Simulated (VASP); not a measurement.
# Ru in VASP: a series of runs

The runs below take Ru through single point, with RPBE.

All numbers are computed with VASP 6.6.1; they aren't measurements. Logs are shortened: lines on timing, memory, paths and dates and some standing lists are left out, and cuts for length are marked.

## 1. The slab as given

The cell holds a slab with vacuum, 11 atoms: a = 2.679 Å, b = 2.679 Å, c = 38.810 Å, α = 90.00°, β = 90.00°, γ = 60.00°.

The cell was built by a generator and needn't be a form met in nature.

## 2. Single point, RPBE

INCAR reads:

```
SYSTEM = Ru
ALGO = Fast
DIPOL = 0.5 0.5 0.500
EDIFF = 1E-6
ENCUT = 520
GGA = RP
IDIPOL = 3
ISIF = 2
ISMEAR = 0
LASPH = .TRUE.
LCHARG = .FALSE.
LDIPOL = .TRUE.
LREAL = .FALSE.
LWAVE = .FALSE.
NBANDS = 88
NELM = 80
PREC = Accurate
SIGMA = 0.1
```

KPOINTS reads:

```
k-points
0
G
  16 16 1
  0 0 0
```

POSCAR reads:

```
Ru
1.0
    2.6789400000      0.0000000000      0.0000000000
    1.3394700000      2.3200300952      0.0000000000
    0.0000000000      0.0000000000     38.8100000000
Ru
11
Direct
    0.0000000000      0.0000000000      0.2212251780
    0.3333333333      0.3333333333      0.2754147960
    0.0000000000      0.0000000000      0.3314292646
    0.3333333333      0.3333333333      0.3878432497
    0.0000000000      0.0000000000      0.4439703940
    0.3333333333      0.3333333333      0.4999999994
    0.0000000000      0.0000000000      0.5560296043
    0.3333333333      0.3333333333      0.6121567501
    0.0000000000      0.0000000000      0.6685707348
    0.3333333333      0.3333333333      0.7245852060
    0.0000000000      0.0000000000      0.7787748230
```

Potentials or basis: VASP PAW PBE potentials, release 64 (Ru_pv).

Command:

```
cat potpaw_PBE.64/Ru_pv/POTCAR > POTCAR
mpirun -np 1 vasp_std > vasp.out
```

OUTCAR:

```text
SYSTEM = Ru
   EDIFF = 1E-6
   ENCUT = 520
   GGA = RP
   ISIF = 2
   ISMEAR = 0
   LASPH = .TRUE.
   LREAL = .FALSE.
   NELM = 80
   PREC = Accurate

 ion  position               nearest neighbor table
   1  0.000  0.000  0.221-   2 2.61   2 2.61   2 2.61
   2  0.333  0.333  0.275-   1 2.61   1 2.61   1 2.61   3 2.67   3 2.67   3 2.67
   3  0.000  0.000  0.331-   2 2.67   2 2.67   2 2.67   4 2.68   4 2.68   4 2.68
   4  0.333  0.333  0.388-   5 2.67   5 2.67   5 2.67   3 2.68   3 2.68   3 2.68
   5  0.000  0.000  0.444-   6 2.67   6 2.67   6 2.67   4 2.67   4 2.67   4 2.67
   6  0.333  0.333  0.500-   7 2.67   7 2.67   7 2.67   5 2.67   5 2.67   5 2.67
   7  0.000  0.000  0.556-   6 2.67   6 2.67   6 2.67   8 2.67   8 2.67   8 2.67
   8  0.333  0.333  0.612-   7 2.67   7 2.67   7 2.67   9 2.68   9 2.68   9 2.68
   9  0.000  0.000  0.669-  10 2.67  10 2.67  10 2.67   8 2.68   8 2.68   8 2.68
  10  0.333  0.333  0.725-  11 2.61  11 2.61  11 2.61   9 2.67   9 2.67   9 2.67
  11  0.000  0.000  0.779-  10 2.61  10 2.61  10 2.61

  LATTYP: Found a hexagonal cell.
 ALAT       =     2.6789400000
 C/A-ratio  =    14.4870732455

  Lattice vectors:

 A1 = (  -1.3394700000,  -2.3200300952,   0.0000000000)
 A2 = (   2.6789400000,   0.0000000000,   0.0000000000)
 A3 = (   0.0000000000,   0.0000000000,  38.8100000000)

Analysis of symmetry for initial positions (statically):
=====================================================================
 Subroutine PRICEL returns:
 Original cell was already a primitive cell.

 Routine SETGRP: Setting up the symmetry group for a
 hexagonal supercell.

 Subroutine GETGRP returns: Found 12 space group operations
 (whereof 12 operations were pure point group operations)
 out of a pool of 24 trial point group operations.

The static configuration has the point symmetry D_3h.

Analysis of symmetry for dynamics (positions and initial velocities):
=====================================================================
 Subroutine PRICEL returns:
 Original cell was already a primitive cell.

 Routine SETGRP: Setting up the symmetry group for a
 hexagonal supercell.

 Subroutine GETGRP returns: Found 12 space group operations
 (whereof 12 operations were pure point group operations)
 out of a pool of 24 trial point group operations.

The dynamic configuration has the point symmetry D_3h.

 Subroutine INISYM returns: Found 12 space group operations
 (whereof 12 operations are pure point group operations),
 and found     1 'primitive' translations

----------------------------------------------------------------------------------------

                                     Primitive cell

  volume of cell :     241.2127

  direct lattice vectors                    reciprocal lattice vectors
     2.678940000  0.000000000  0.000000000     0.373281970 -0.215514446  0.000000000
     1.339470000  2.320030095  0.000000000     0.000000000  0.431028891  0.000000000
     0.000000000  0.000000000 38.810000000     0.000000000  0.000000000  0.025766555

  length of vectors
     2.678940000  2.678940000 38.810000000     0.431028891  0.431028891  0.025766555

  position of ions in fractional coordinates (direct lattice)
     0.000000000  0.000000000  0.221225178
     0.333333333  0.333333333  0.275414796
     0.000000000  0.000000000  0.331429265
     0.333333333  0.333333333  0.387843250
     0.000000000  0.000000000  0.443970394
     0.333333333  0.333333333  0.499999999
     0.000000000  0.000000000  0.556029604
     0.333333333  0.333333333  0.612156750
     0.000000000  0.000000000  0.668570735
     0.333333333  0.333333333  0.724585206
     0.000000000  0.000000000  0.778774823

  ion indices of the primitive-cell ions
   primitive index   ion index
                 1           1
                 2           2
                 3           3
                 4           4
                 5           5
                 6           6
                 7           7
                 8           8
                 9           9
                10          10
                11          11

----------------------------------------------------------------------------------------

 KPOINTS: k-points

Automatic generation of k-mesh.
 Grid dimensions read from file:
 generate k-points for:   16   16    1

 Generating k-lattice:

  Cartesian coordinates                     Fractional coordinates (reciprocal lattice)
     0.023330123 -0.013469653  0.000000000     0.062500000  0.000000000  0.000000000
     0.000000000  0.026939306  0.000000000     0.000000000  0.062500000  0.000000000
     0.000000000  0.000000000  0.025766555     0.000000000  0.000000000  1.000000000

  Length of vectors
     0.026939306  0.026939306  0.025766555

  Shift w.r.t. Gamma in fractional coordinates (k-lattice)
     0.000000000  0.000000000  0.000000000

 Subroutine IBZKPT returns following result:
 ===========================================

 Found     30 irreducible k-points:

 Following reciprocal coordinates:
            Coordinates               Weight
  0.000000  0.000000  0.000000      1.000000
  0.062500  0.000000  0.000000      6.000000
  0.125000  0.000000  0.000000      6.000000
  0.187500  0.000000  0.000000      6.000000
  0.250000  0.000000  0.000000      6.000000
  0.312500  0.000000  0.000000      6.000000
[... 16 lines left out ...]
  0.375000  0.187500  0.000000      6.000000
  0.437500  0.187500  0.000000     12.000000
 [... further k-points ...]
   k-points           NKPTS =     30   k-points in BZ     NKDIM =     30   number of bands    NBANDS=     88
   number of dos      NEDOS =    301   number of ions     NIONS =     11
   total plane-waves  NPLWV = 117600
   dimension x,y,z NGX =    20 NGY =   20 NGZ =  294
   dimension x,y,z NGXF=    40 NGYF=   40 NGZF=  588
   ions per type =              11
   NGX,Y,Z   is equivalent  to a cutoff of  12.41, 12.41, 12.59 a.u.
   NGXF,Y,Z  is equivalent  to a cutoff of  24.82, 24.82, 25.19 a.u.
 SYSTEM =  Ru
   PREC   = accura    normal or accurate (medium, high low for compatibility)
   ISTART =      0    job   : 0-new  1-cont  2-samecut
   ICHARG =      2    charge: 1-file 2-atom 10-const
   ISPIN  =      1    spin polarized calculation?
   LNONCOLLINEAR =      F non collinear calculations
   LSORBIT =      F    spin-orbit coupling
   LASPH  =      T    aspherical Exc in radial PAW
   ENCUT  =  520.0 eV  38.22 Ry    6.18 a.u.   4.98  4.98 72.16*2*pi/ulx,y,z
   NELM   =     80;   NELMIN=  2; NELMDL= -5     # of ELM steps
   EDIFF  = 0.1E-05   stopping-criterion for ELM
   LREAL  =      F    real-space projection
   EDIFFG = 0.1E-04   stopping-criterion for IOM
   NSW    =      0    number of steps for IOM
   IBRION =     -1    ionic relax: 0-MD 1-quasi-New 2-CG
   NFREE  =      0    steps in history (QN), initial steepest desc. (CG)
   ISIF   =      2    stress and relaxation
   ISYM   =      2    0-nonsym 1-usesym 2-fastsym
   POTIM  = 0.5000    time-step for ionic-motion
   TEBEG  =    0.0;   TEEND  =   0.0 temperature during run
   PSTRESS=    0.0 pullay stress
   NELECT =     154.0000    total number of electrons
   NUPDOWN=      -1.0000    fix difference up-down
   EMIN   =  10.00;   EMAX   =-10.00  energy-range for DOS
   EFERMI =   0.00;   METHOD = LEGACY
   ISMEAR =     0;   SIGMA  =   0.10  broadening in eV -4-tet -1-fermi 0-gaus
   EFERMI_NEDOS =   21; number of points for ismear=-14 and -15
   IALGO  =     68    algorithm
   IMIX   =      4    mixing-type and parameters
     AMIX     =   0.40;   BMIX     =  1.00
     AMIX_MAG =   1.60;   BMIX_MAG =  1.00
  volume/ion in A,a.u.               =      21.93       147.98
  Fermi-wavevector in a.u.,A,eV,Ry     =   1.409662  2.663875 27.036775  1.987147
  Thomas-Fermi vector in A             =   2.531695
   LORBIT       =      0    0 simple, 1 ext, 2 COOP (PROOUT), +10 PAW based schemes
   GGA     = RP    functional components
   LHFCALC =     F    Hartree Fock is set to
   AEXX    =    0.0000 exact exchange contribution
   IVDW    =     0    specifies the selected vdW correction
   LEPSILON=     F    determine dielectric tensor
   LRPA    =     F    only Hartree local field effects (RPA)
 non-spin polarized calculation
 RMM-DIIS sequential band-by-band and
 Gauss-broadening in eV      SIGMA  =   0.10
  energy-cutoff  :      520.00
  volume of cell :      241.21
 maximum number of plane-waves:      6593
   NGX =  9   NGY =  9   NGZ =145

 dipolmoment           0.000000      0.000000     -0.000000 electrons x Angstroem

 number of electron     153.9999975 magnetization

 dipolmoment           0.000000      0.000000      0.000000 electrons x Angstroem

 Free energy of the ion-electron system (eV)
  ---------------------------------------------------
  ext. energy  EPLUGINS =         0.00000000
  ---------------------------------------------------
  free energy    TOTEN  =       -92.37428854 eV

  energy without entropy =      -92.32909321  energy(sigma->0) =      -92.35169088

 E-fermi :   6.2070     XC(G=0):  -9.1871

 val. band max:        6.1791964890   @ k =   0.2500   0.0000   0.0000
 cond. band min:       6.2115646881   @ k =   0.0625   0.0000   0.0000
 fundamental gap:      0.0323681991
 Fermi energy:         6.2070357224

 k-point     1 :       0.0000    0.0000    0.0000
  band No.  band energies     occupation
      1     -37.4596      2.00000
      2     -37.4317      2.00000
      3     -37.3594      2.00000
      4     -37.2100      2.00000
      5     -37.0437      2.00000
      6     -36.8751      2.00000
[... 80 lines left out ...]
     87       6.7736      0.00000
     88       7.0435      0.00000

 k-point     2 :       0.0625    0.0000    0.0000
  band No.  band energies     occupation
      1     -37.4470      2.00000
      2     -37.4205      2.00000
      3     -37.3502      2.00000
      4     -37.2045      2.00000
      5     -37.0434      2.00000
      6     -36.8811      2.00000
[... 1991 lines left out ...]
     87       7.5152      0.00000
     88       7.5507      0.00000

 k-point    24 :       0.4375    0.1875    0.0000
  band No.  band energies     occupation
      1     -37.3095      2.00000
      2     -37.3085      2.00000
      3     -37.2553      2.00000
      4     -37.2447      2.00000
      5     -37.2353      2.00000
      6     -37.2092      2.00000
[... 80 lines left out ...]
     87       7.9403      0.00000
     88       7.9428      0.00000

 [... further k-points ...]

------------------------ aborting loop because EDIFF is reached ----------------------------------------

 vacuum level on the upper side and lower side of the slab       (xc-potential included)        -0.108        -0.108

  FORCE on cell =-STRESS in cart. coord.  units (eV):
  Direction    XX          YY          ZZ          XY          YZ          ZX
  --------------------------------------------------------------------------------------
  -------------------------------------------------------------------------------------
  Total       10.9538100     10.9538100      0.0013100      0.0000000     -0.0000000      0.0000000
  in kB       72.7571261     72.7571261      0.0087009      0.0000000     -0.0000000      0.0000000
  external PRESSURE =      48.5076510 kB  Pullay stress =       0.0000000 kB

 VOLUME and BASIS-vectors are now :
 -----------------------------------------------------------------------------
  energy-cutoff  :      520.00
  volume of cell :      241.21
      direct lattice vectors                 reciprocal lattice vectors
     2.678940000  0.000000000  0.000000000     0.373281970 -0.215514446  0.000000000
     1.339470000  2.320030095  0.000000000     0.000000000  0.431028891  0.000000000
     0.000000000  0.000000000 38.810000000     0.000000000  0.000000000  0.025766555

 POSITION                                       TOTAL-FORCE (eV/Angst)
 -----------------------------------------------------------------------------------
      0.00000      0.00000      8.58575         0.000000      0.000000     -0.011718
      1.33947      0.77334     10.68885        -0.000000     -0.000000      0.004827
      0.00000      0.00000     12.86277         0.000000      0.000000      0.001496
      1.33947      0.77334     15.05220        -0.000000     -0.000000      0.000819
      0.00000      0.00000     17.23049         0.000000      0.000000     -0.002151
      1.33947      0.77334     19.40500         0.000000      0.000000      0.000000
      0.00000      0.00000     21.57951         0.000000      0.000000      0.002151
      1.33947      0.77334     23.75780        -0.000000     -0.000000     -0.000819
      0.00000      0.00000     25.94723         0.000000      0.000000     -0.001496
      1.33947      0.77334     28.12115        -0.000000     -0.000000     -0.004827
      0.00000      0.00000     30.22425         0.000000      0.000000      0.011718
 -----------------------------------------------------------------------------------
    total drift:                                0.000002      0.000001      0.000010

  FREE ENERGIE OF THE ION-ELECTRON SYSTEM (eV)
  ---------------------------------------------------
  free  energy   TOTEN  =       -92.3742885364 eV

  energy  without entropy=      -92.3290932138  energy(sigma->0) =      -92.35169088

 vacuum level on the upper side and lower side of the slab        10.974        10.974
```

Wall time 21 min (1 thread of Intel Xeon 6975P-C (Granite Rapids), shared host); peak memory 0.6 GiB.

What came out:

| Property | Result |
| --- | --- |
| Free energy | -92.3743 eV |
| Largest force | 0.012 eV/Å |
| Band gap on the k mesh | none (metal or under the smearing width) |

Forces in eV/Å, atoms in the order of the input:
```
Ru   0.000  0.000 -0.012
Ru   0.000  0.000  0.005
Ru   0.000  0.000  0.001
Ru   0.000  0.000  0.001
Ru   0.000  0.000 -0.002
Ru   0.000  0.000  0.000
Ru   0.000  0.000  0.002
Ru   0.000  0.000 -0.001
Ru   0.000  0.000 -0.001
Ru   0.000  0.000 -0.005
Ru   0.000  0.000  0.012
```

Caveat: the PAW data sets were made with another functional, which shifts forces and pressure a little.

[end of part 1 of 2]
